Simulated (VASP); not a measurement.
Runs of VASP 6.6.1 on BaS. Symmetry: Fm-3m, No. 225, cubic system. Conventional cell: a = 6.388 Å, b = 6.388 Å, c = 6.388 Å, α = 90.00°, β = 90.00°, γ = 90.00°. Ba (site symmetry m-3m) has 6 S at 3.19 Å as nearest neighbours. Around S (site symmetry m-3m) lie 6 Ba at 3.19 Å. 

| task | level | spin | cell | k mesh | cutoff (eV) | gap on the mesh (eV) | pressure (GPa) |
| --- | --- | --- | --- | --- | --- | --- | --- |
| band structure | r2SCAN | SOC, no magnetisation | as given | 5 × 5 × 5 | 520 | - | 1.4 |
| band structure | RPBE | off | as given | 7 × 7 × 7 | 520 | (a) | - |
| band structure | PW91 | off | as given | 7 × 7 × 7 | 520 | 2.15 | (b) |
| relaxation of cell and atoms | revPBE | off | relaxed | 7 × 7 × 7 | 600 | 2.36 | 0.0 |

Alike in all rows: potentials or basis VASP PAW PBE potentials, release 64 (Ba_sv, S); smearing fermi-dirac 0.05 eV.

Fill in the values left out.

(a) 2.31; (b) 1.3.

Caveats: the PAW data sets were made with another functional, which shifts forces and pressure a little; spin-orbit coupling is left out, which moves the levels of the heavy elements (some runs); an odd mesh through Γ misses points on the zone boundary, where band edges often lie (some runs).

A k mesh can miss the band edges, and rows without SOC leave out spin-orbit coupling on Ba.

Runs at the PBE level aren't shown here.
